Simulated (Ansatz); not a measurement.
# GaN: the cost of one run

Computed with Ansatz 0.2.0 (DFT PBE, scalar-relativistic, plane waves, PAW, unless a step's input says otherwise).

The COD entry's cell or inner coordinates are ideal or old and differ from later refinements, so a difference from it is no clean test against experiment.

1 further run of the same task is left out (set aside as unsound or not needed).

**1. The starting structure**

It takes space group P6_3mc (No. 186, hexagonal). The conventional cell has a = 3.218 Å, b = 3.218 Å, c = 5.243 Å, α = 90.00°, β = 90.00°, γ = 120.00°. Ga (site symmetry 3m) is surrounded by 4 N at 1.97 to 1.98 Å. N (site symmetry 3m) has 4 Ga at 1.97 to 1.98 Å as nearest neighbours.

Structure file:

```cif
data_structure
_symmetry_space_group_name_H-M 'P 1'
_symmetry_Int_Tables_number 1
_cell_length_a 3.2184
_cell_length_b 3.2184
_cell_length_c 5.2430
_cell_angle_alpha 90.000
_cell_angle_beta 90.000
_cell_angle_gamma 120.000
_cell_volume 47.03
loop_
_atom_site_label
_atom_site_type_symbol
_atom_site_fract_x
_atom_site_fract_y
_atom_site_fract_z
_atom_site_occupancy
Ga1 Ga 0.33333 0.66667 0.99913 1
Ga2 Ga 0.66667 0.33333 0.49913 1
N1 N 0.33333 0.66667 0.37587 1
N2 N 0.66667 0.33333 0.87587 1
```

It is the result of an earlier relaxation at this level (volume 11.76 Å³/atom; gap on the mesh: 1.71 eV).

**2. Building the cluster of 6 host atoms, cut as a sphere about cell point 1/4, shaken**

The cluster is cut from the relaxed crystal and set in a periodic box with vacuum round it. Its excess energy counts from the bulk, -2083.9594 eV an atom.

The cell holds 3 Ga, 3 N: a = 10.100 Å, b = 11.600 Å, c = 12.400 Å, α = 90.00°, β = 90.00°, γ = 90.00°.

**3. The relaxation run**

Input file input.yaml:

```yaml
crystal:
  lattice:
    - [10.1, 0.0, 0.0]
    - [0.0, 11.6, 0.0]
    - [0.0, 0.0, 12.4]
  atoms:
    - { symbol: Ga, position: [0.4100678728, 0.3720093908, 0.4322737161], spin: 0.4 }
    - { symbol: Ga, position: [0.5871915274, 0.6161918742, 0.4237434076], spin: 0.4 }
    - { symbol: Ga, position: [0.4270905545, 0.5375041045, 0.6328516127], spin: 0.4 }
    - { symbol: "N", position: [0.4099122573, 0.3895064287, 0.5783108399], spin: 0.4 }
    - { symbol: "N", position: [0.5891951348, 0.5998637526, 0.5743532117], spin: 0.4 }
    - { symbol: "N", position: [0.4087371419, 0.5459448448, 0.370399886], spin: 0.4 }
basis:
  ecutwfc: 420
kpoints:
  mp_grid: { grid: [1, 1, 1] }
hamiltonian:
  xc: pbe
scf:
  occupations: { method: gaussian, width: 0.05 }
output:
  forces: true
  eigenvalues: true
  populations: true
  write_density: true
  write_potential: true
  elf: true
  volumetric_format: npy
magnetization:
  spin_polarized: true
relax:
  adjacent_minimum: "off"
  f_tol: 0.03
  max_steps: 40
```

Command:

```sh
ansatz run input.yaml --threads 4 --pin off --max-ram 11264MiB --backend cpu --events-out ev --progress --plain --runs-dir out
```

What time and memory should one allow on 4 threads of Arm Neoverse V2, shared host?

About 55 s, with a peak of 1.2 GiB.
